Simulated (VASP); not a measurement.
# Sb2Se3 (Antimonselite) (Pnma) in VASP: notebook

Aim: see how the results for Sb2Se3 (Antimonselite) move with the level of theory and the settings. Levels: PBE, PBE+D3(BJ). Tasks: relaxation of cell and atoms.

Everything below comes from runs of VASP 6.6.1. Logs are shortened: lines on timing, memory, paths and dates and some standing lists are left out, and cuts for length are marked.

### 1 Starting point

The structure is orthorhombic, space group Pnma (No. 62). The conventional cell has a = 11.770 Å, b = 3.962 Å, c = 11.620 Å, α = 90.00°, β = 90.00°, γ = 90.00°. Sb (site symmetry m) is surrounded by 3 Se at 2.66 Å. Sb (site symmetry m) has 3 Se at 2.58 to 2.78 Å as nearest neighbours. Se (site symmetry m) is surrounded by 1 Sb at 2.58 Å. Se (site symmetry m) is surrounded by 2 Sb at 2.66 Å. Around Se (site symmetry m) lie 3 Sb at 2.66 to 2.78 Å.

### 2 Relaxation of cell and atoms, PBE

Contents of INCAR:

```
  PREC = Accurate
  ENCUT = 300
  EDIFF = 1E-6
  ISMEAR = 0
  SIGMA = 0.03
  LREAL = False
  LASPH = True
  NELM = 80
  ALGO = Normal
  ISIF = 3
  LWAVE = False
  LCHARG = False
  GGA = PE
  IBRION = 2
  NSW = 90
  EDIFFG = -0.01
```

Contents of KPOINTS:

```
Automatic mesh
0
Gamma
  2 4 2
```

Contents of POSCAR:

```
Sb2Se3
1.0
   11.7700000000      0.0000000000      0.0000000000
    0.0000000000      3.9620000000      0.0000000000
    0.0000000000      0.0000000000     11.6200000000
Sb Se
8 12
Direct
    0.0305000000      0.2500000000      0.3280000000
    0.9695000000      0.7500000000      0.6720000000
    0.4695000000      0.7500000000      0.8280000000
    0.5305000000      0.2500000000      0.1720000000
    0.1478000000      0.7500000000      0.0397000000
    0.8522000000      0.2500000000      0.9603000000
    0.3522000000      0.2500000000      0.5397000000
    0.6478000000      0.7500000000      0.4603000000
    0.0534000000      0.2500000000      0.8732000000
    0.9466000000      0.7500000000      0.1268000000
    0.4466000000      0.7500000000      0.3732000000
    0.5534000000      0.2500000000      0.6268000000
    0.1302000000      0.7500000000      0.4434000000
    0.8698000000      0.2500000000      0.5566000000
    0.3698000000      0.2500000000      0.9434000000
    0.6302000000      0.7500000000      0.0566000000
    0.2132000000      0.2500000000      0.1935000000
    0.7868000000      0.7500000000      0.8065000000
    0.2868000000      0.7500000000      0.6935000000
    0.7132000000      0.2500000000      0.3065000000
```

Potentials or basis: VASP PAW PBE potentials, release 64 (Sb, Se).

Command:

```
$ cat potpaw_PBE.64/Sb/POTCAR potpaw_PBE.64/Se/POTCAR > POTCAR
$ mpirun -np 4 vasp_std > vasp.out
```

OUTCAR:

```text
PREC = Accurate
   ENCUT = 300
   EDIFF = 1E-6
   ISMEAR = 0
   LREAL = False
   LASPH = True
   NELM = 80
   ISIF = 3
   GGA = PE
   IBRION = 2
   NSW = 90
   EDIFFG = -0.01

 ion  position               nearest neighbor table
   1  0.031  0.250  0.328-  17 2.66  13 2.66  13 2.66  10 3.22  10 3.22  14 3.26
   2  0.969  0.750  0.672-  18 2.66  14 2.66  14 2.66   9 3.22   9 3.22  13 3.26
   3  0.469  0.750  0.828-  19 2.66  15 2.66  15 2.66  12 3.22  12 3.22  16 3.26
   4  0.531  0.250  0.172-  20 2.66  16 2.66  16 2.66  11 3.22  11 3.22  15 3.26
   5  0.148  0.750  0.040-  10 2.58  17 2.78  17 2.78   9 2.98   9 2.98
   6  0.852  0.250  0.960-   9 2.58  18 2.78  18 2.78  10 2.98  10 2.98
   7  0.352  0.250  0.540-  12 2.58  19 2.78  19 2.78  11 2.98  11 2.98
   8  0.648  0.750  0.460-  11 2.58  20 2.78  20 2.78  12 2.98  12 2.98
   9  0.053  0.250  0.873-   6 2.58   5 2.98   5 2.98   2 3.22   2 3.22
  10  0.947  0.750  0.127-   5 2.58   6 2.98   6 2.98   1 3.22   1 3.22
  11  0.447  0.750  0.373-   8 2.58   7 2.98   7 2.98   4 3.22   4 3.22
  12  0.553  0.250  0.627-   7 2.58   8 2.98   8 2.98   3 3.22   3 3.22
  13  0.130  0.750  0.443-   1 2.66   1 2.66   2 3.26
  14  0.870  0.250  0.557-   2 2.66   2 2.66   1 3.26
  15  0.370  0.250  0.943-   3 2.66   3 2.66   4 3.26
  16  0.630  0.750  0.057-   4 2.66   4 2.66   3 3.26
  17  0.213  0.250  0.194-   1 2.66   5 2.78   5 2.78
  18  0.787  0.750  0.806-   2 2.66   6 2.78   6 2.78
  19  0.287  0.750  0.694-   3 2.66   7 2.78   7 2.78
  20  0.713  0.250  0.306-   4 2.66   8 2.78   8 2.78

  LATTYP: Found a simple orthorhombic cell.
 ALAT       =     3.9620000000
 B/A-ratio  =     2.9328621908
 C/A-ratio  =     2.9707218576

  Lattice vectors:

 A1 = (   0.0000000000,   3.9620000000,   0.0000000000)
 A2 = (   0.0000000000,   0.0000000000,  11.6200000000)
 A3 = (  11.7700000000,   0.0000000000,   0.0000000000)

Analysis of symmetry for initial positions (statically):
=====================================================================
 Subroutine PRICEL returns:
 Original cell was already a primitive cell.

 Routine SETGRP: Setting up the symmetry group for a
 simple orthorhombic supercell.

 Subroutine GETGRP returns: Found  8 space group operations
 (whereof  2 operations were pure point group operations)
 out of a pool of  8 trial point group operations.

The static configuration has the point symmetry S_2 .
 The point group associated with its full space group is D_2h.

Analysis of symmetry for dynamics (positions and initial velocities):
=====================================================================
 Subroutine PRICEL returns:
 Original cell was already a primitive cell.

 Routine SETGRP: Setting up the symmetry group for a
 simple orthorhombic supercell.

 Subroutine GETGRP returns: Found  8 space group operations
 (whereof  2 operations were pure point group operations)
 out of a pool of  8 trial point group operations.

The dynamic configuration has the point symmetry S_2 .
[... 129 lines left out ...]
   ISIF   =      3    stress and relaxation
   ISYM   =      2    0-nonsym 1-usesym 2-fastsym
   POTIM  = 0.5000    time-step for ionic-motion
   TEBEG  =    0.0;   TEEND  =   0.0 temperature during run
   PSTRESS=    0.0 pullay stress
   NELECT =     112.0000    total number of electrons
   NUPDOWN=      -1.0000    fix difference up-down
   EMIN   =  10.00;   EMAX   =-10.00  energy-range for DOS
   EFERMI =   0.00;   METHOD = LEGACY
   ISMEAR =     0;   SIGMA  =   0.03  broadening in eV -4-tet -1-fermi 0-gaus
   EFERMI_NEDOS =   21; number of points for ismear=-14 and -15
   IALGO  =     38    algorithm
   IMIX   =      4    mixing-type and parameters
     AMIX     =   0.40;   BMIX     =  1.00
     AMIX_MAG =   1.60;   BMIX_MAG =  1.00
  volume/ion in A,a.u.               =      27.09       182.84
  Fermi-wavevector in a.u.,A,eV,Ry     =   0.967940  1.829142 12.747408  0.936908
  Thomas-Fermi vector in A             =   2.097868
   LORBIT       =      0    0 simple, 1 ext, 2 COOP (PROOUT), +10 PAW based schemes
   GGA     = PE    functional components
   LHFCALC =     F    Hartree Fock is set to
   AEXX    =    0.0000 exact exchange contribution
   IVDW    =     0    specifies the selected vdW correction
   LEPSILON=     F    determine dielectric tensor
   LRPA    =     F    only Hartree local field effects (RPA)
 conjugate gradient relaxation of ions
 non-spin polarized calculation
 Gauss-broadening in eV      SIGMA  =   0.03
  energy-cutoff  :      300.00
  volume of cell :      541.87
 maximum number of plane-waves:      6435
 NGX is ok and might be reduce to    70
   NGX = 33   NGY = 11   NGZ = 33

--------------------------------------- Ionic step        1  -------------------------------------------

 number of electron     111.9999965 magnetization

 Free energy of the ion-electron system (eV)
  ---------------------------------------------------
  ext. energy  EPLUGINS =         0.00000000
  ---------------------------------------------------
  free energy    TOTEN  =       -80.03742624 eV

  energy without entropy =      -80.03742624  energy(sigma->0) =      -80.03742624

 E-fermi :   4.7730     XC(G=0):  -9.3384

 val. band max:        4.6146901690   @ k =   0.5000   0.0000   0.0000
 cond. band min:       5.6202111539   @ k =   0.5000   0.0000   0.5000
 fundamental gap:      1.0055209848
 Fermi energy:         4.7729752219

 k-point     1 :       0.0000    0.0000    0.0000
  band No.  band energies     occupation
      1      -9.6374      2.00000
      2      -9.3262      2.00000
      3      -9.0631      2.00000
      4      -8.9368      2.00000
      5      -8.8224      2.00000
      6      -8.5754      2.00000
[... 996 lines left out ...]
  FREE ENERGIE OF THE ION-ELECTRON SYSTEM (eV)
  ---------------------------------------------------
  free  energy   TOTEN  =       -80.3255655564 eV

  energy  without entropy=      -80.3255655564  energy(sigma->0) =      -80.32556556

[... ionic steps 4 to 30 ...]

--------------------------------------- Ionic step       31  -------------------------------------------

 number of electron     112.0000029 magnetization

------------------------ aborting loop because EDIFF is reached ----------------------------------------
[... 103 lines left out ...]
--------------------------------------- Ionic step       33  -------------------------------------------

 number of electron     112.0000031 magnetization

 Free energy of the ion-electron system (eV)
  ---------------------------------------------------
  ext. energy  EPLUGINS =         0.00000000
  ---------------------------------------------------
  free energy    TOTEN  =       -80.45153417 eV

  energy without entropy =      -80.45153417  energy(sigma->0) =      -80.45153417

 E-fermi :   3.9497     XC(G=0):  -8.9011

 val. band max:        3.8016966824   @ k =   0.5000   0.0000   0.0000
 cond. band min:       4.6466824795   @ k =   0.0000   0.0000   0.5000
 fundamental gap:      0.8449857971
 Fermi energy:         3.9497239893

 k-point     1 :       0.0000    0.0000    0.0000
  band No.  band energies     occupation
      1     -10.0985      2.00000
      2      -9.9120      2.00000
      3      -9.5778      2.00000
      4      -9.4596      2.00000
      5      -9.3099      2.00000
      6      -9.1869      2.00000
[... 888 lines left out ...]
  FREE ENERGIE OF THE ION-ELECTRON SYSTEM (eV)
  ---------------------------------------------------
  free  energy   TOTEN  =       -80.4515341726 eV

  energy  without entropy=      -80.4515341726  energy(sigma->0) =      -80.45153417

 reached required accuracy - stopping structural energy minimisation
```

OSZICAR:

```text
N       E                     dE             d eps       ncg     rms          rms(c)
DAV:   1     0.516051547521E+03    0.51605E+03   -0.30873E+04  1632   0.878E+02
DAV:   2    -0.252091244456E+02   -0.54126E+03   -0.52197E+03  1976   0.190E+02
DAV:   3    -0.806255783989E+02   -0.55416E+02   -0.54400E+02  1984   0.644E+01
[... 297 lines left out ...]
DAV:   1    -0.804514845345E+02   -0.54551E-04   -0.11065E-02  1632   0.300E-01    0.470E-02
DAV:   2    -0.804515398005E+02   -0.55266E-04   -0.79923E-04  1896   0.754E-02    0.182E-02
DAV:   3    -0.804515362923E+02    0.35082E-05   -0.20885E-05  2100   0.131E-02    0.126E-02
DAV:   4    -0.804515340669E+02    0.22254E-05   -0.62447E-06  1680   0.757E-03    0.492E-03
DAV:   5    -0.804515341726E+02   -0.10567E-06   -0.12997E-06   960   0.341E-03
  33 F= -.80451534E+02 E0= -.80451534E+02  d E =-.104113E-03
```

CONTCAR:

```text
Sb2Se3
   1.00000000000000
    12.7233094847569497    0.0000000000000000    0.0000000000000000
     0.0000000000000000    4.0431439540890066    0.0000000000000000
     0.0000000000000000   -0.0000000000000000   11.5069527033790191
  Sb              Se
     8    12
Direct
     0.0339035751762634    0.2500000000000000    0.3315339772657314
     0.9660964248237368    0.7500000000000000    0.6684660227342685
     0.4660964248237366    0.7500000000000000    0.8315339772657315
     0.5339035751762632    0.2500000000000000    0.1684660227342686
     0.1384050948289948    0.7500000000000000    0.0372820811256744
     0.8615949051710052    0.2500000000000000    0.9627179188743256
[... 12 lines left out ...]
     0.2950593404822652    0.7500000000000000    0.6910422826182205
     0.7049406595177348    0.2500000000000000    0.3089577173817797

  0.00000000E+00  0.00000000E+00  0.00000000E+00
  0.00000000E+00  0.00000000E+00  0.00000000E+00
  0.00000000E+00  0.00000000E+00  0.00000000E+00
  0.00000000E+00  0.00000000E+00  0.00000000E+00
  0.00000000E+00  0.00000000E+00  0.00000000E+00
  0.00000000E+00  0.00000000E+00  0.00000000E+00
[... 12 lines left out ...]
  0.00000000E+00  0.00000000E+00  0.00000000E+00
  0.00000000E+00  0.00000000E+00  0.00000000E+00
```

It took 23 min on 4 MPI ranks of Intel Xeon Platinum 8488C (Sapphire Rapids), shared host; peak memory 0.21 GiB.

Results:

* Free energy: -80.4515 eV
* Relaxed volume: 29.60 Å³/atom
* Relaxed cell: a = 12.723 Å, b = 4.043 Å, c = 11.507 Å, α = 90.00°, β = 90.00°, γ = 90.00°
* Space group after relaxing (to 0.05 Å): Pnma (No. 62)
* Energy gained by relaxing: 20.7 meV/atom
* Ionic steps: 33
* Pressure after relaxing: 0.0 GPa
* Largest force after relaxing: 0.010 eV/Å
* Band gap on the k mesh: 0.85 eV, indirect (least direct gap 1.00 eV)

Forces on the atoms (eV/Å):
```
Sb   0.003  0.000 -0.004
Sb  -0.003  0.000  0.004
Sb  -0.003  0.000 -0.004
Sb   0.003  0.000  0.004
Sb  -0.002  0.000 -0.006
Sb   0.002  0.000  0.006
Sb   0.002  0.000 -0.006
Sb  -0.002  0.000  0.006
Se   0.002  0.000 -0.003
Se  -0.002  0.000  0.003
Se  -0.002  0.000 -0.003
Se   0.002  0.000  0.003
Se   0.004  0.000  0.009
Se  -0.004  0.000 -0.009
Se  -0.004  0.000  0.009
Se   0.004  0.000 -0.009
Se   0.002  0.000  0.009
Se  -0.002  0.000 -0.009
Se  -0.002  0.000  0.009
Se   0.002  0.000 -0.009
```

Step by step:
```csv
step,energy change (eV),largest force (eV/Å),pressure (GPa),volume (Å³)
1,0.0000,0.4884,3.31,541.87
2,-0.1163,0.4664,-2.09,586.92
3,-0.2881,0.1530,0.05,566.46
4,-0.3061,0.1291,0.03,568.06
5,-0.3382,0.0833,-0.01,572.84
6,-0.3422,0.0816,-0.02,575.14
7,-0.3579,0.0701,0.00,576.37
8,-0.3686,0.1363,0.06,578.42
9,-0.3822,0.0932,0.01,580.56
10,-0.3906,0.1181,-0.07,584.03
11,-0.3967,0.0734,0.15,583.76
12,-0.3975,0.0775,0.25,583.64
13,-0.4018,0.0684,0.15,585.45
14,-0.4051,0.1006,-0.14,590.90
15,-0.4056,0.0719,-0.07,589.48
16,-0.4079,0.0564,-0.04,589.88
17,-0.4104,0.0392,-0.01,590.58
18,-0.4092,0.0772,0.07,591.97
19,-0.4109,0.0384,0.02,591.06
20,-0.4117,0.0263,-0.03,591.56
21,-0.4119,0.0406,-0.09,592.25
22,-0.4123,0.0370,-0.07,592.10
23,-0.4127,0.0307,-0.03,591.82
24,-0.4126,0.0314,0.06,591.25
25,-0.4128,0.0286,0.01,591.56
26,-0.4131,0.0239,0.02,591.62
27,-0.4136,0.0210,0.03,591.80
28,-0.4136,0.0255,0.03,591.86
29,-0.4138,0.0161,-0.02,592.33
30,-0.4138,0.0127,-0.03,592.51
31,-0.4140,0.0110,-0.02,592.28
32,-0.4140,0.0141,0.00,592.07
33,-0.4141,0.0095,0.01,591.94
```

Final structure:
```cif
data_structure
_symmetry_space_group_name_H-M 'P 1'
_symmetry_Int_Tables_number 1
_cell_length_a 12.7233
_cell_length_b 4.0431
_cell_length_c 11.5070
_cell_angle_alpha 90.000
_cell_angle_beta 90.000
_cell_angle_gamma 90.000
_cell_volume 591.94
loop_
_atom_site_label
_atom_site_type_symbol
_atom_site_fract_x
_atom_site_fract_y
_atom_site_fract_z
_atom_site_occupancy
Sb1 Sb 0.03390 0.25000 0.33153 1
Sb2 Sb 0.96610 0.75000 0.66847 1
Sb3 Sb 0.46610 0.75000 0.83153 1
Sb4 Sb 0.53390 0.25000 0.16847 1
Sb5 Sb 0.13841 0.75000 0.03728 1
Sb6 Sb 0.86159 0.25000 0.96272 1
Sb7 Sb 0.36159 0.25000 0.53728 1
Sb8 Sb 0.63841 0.75000 0.46272 1
Se1 Se 0.04851 0.25000 0.86680 1
Se2 Se 0.95149 0.75000 0.13320 1
Se3 Se 0.45149 0.75000 0.36680 1
Se4 Se 0.54851 0.25000 0.63320 1
Se5 Se 0.12708 0.75000 0.45094 1
Se6 Se 0.87292 0.25000 0.54906 1
Se7 Se 0.37292 0.25000 0.95094 1
Se8 Se 0.62708 0.75000 0.04906 1
Se9 Se 0.20494 0.25000 0.19104 1
Se10 Se 0.79506 0.75000 0.80896 1
Se11 Se 0.29506 0.75000 0.69104 1
Se12 Se 0.70494 0.25000 0.30896 1
```

Caveat: spin-orbit coupling is left out, which moves the levels of the heavy elements.

(Part 1 of 2 ends here.)
